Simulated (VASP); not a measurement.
TiC:

```
Ti C
1.0
     3.04209    0.00000    0.00000
    -1.52104    2.63452    0.00000
     0.00000    0.00000    2.69797
Ti C
1 1
Cartesian
  0.0000 0.0000 1.3490
  0.0000 1.7564 0.0000
```

The cell was built by a generator and needn't be a form met in nature.

- Program: VASP 6.6.1
- Task: relaxation of cell and atoms
- Functional: PBEsol
- Dispersion: D3
- Potentials or basis: VASP PAW PBE potentials, release 64 (Ti_sv, C)
- Cutoff: 600 eV
- k mesh: 10 × 10 × 10
- Occupations: fermi-dirac, width 0.05 eV
- Spin: no spin polarisation

At the start: pressure -8.8 GPa; volume 10.81 Å³/atom.

Where does the relaxation end?

Over 7 steps the energy falls by 11.9 meV/atom and the volume is 10.38 Å³/atom (-4.0 %); space group P-6m2 (No. 187, to 0.05 Å).

The path:
| step | energy change (eV) | largest force (eV/Å) | pressure (GPa) | volume (Å³) |
| --- | --- | --- | --- | --- |
| 1 | 0.0000 | 0.0001 | -8.83 | 21.62 |
| 2 | 0.0146 | 0.0000 | 12.67 | 19.81 |
| 3 | -0.0233 | 0.0001 | -0.15 | 20.81 |
| 4 | -0.0233 | 0.0001 | -0.05 | 20.79 |
| 5 | -0.0237 | 0.0000 | 0.06 | 20.77 |
| 6 | -0.0237 | 0.0000 | 0.07 | 20.75 |
| 7 | -0.0238 | 0.0000 | 0.06 | 20.76 |

Final structure:
```
Ti C
1.0
     2.99627   -0.00001    0.00000
    -1.49814    2.59484    0.00000
     0.00000    0.00000    2.67051
Ti C
1 1
Direct
  0.00000 0.00000 0.50000
  0.33333 0.66667 0.00000
```

Caveat: the PAW data sets were made with another functional, which shifts forces and pressure a little; pairwise dispersion overbinds metals, which lowers pressure and volume.
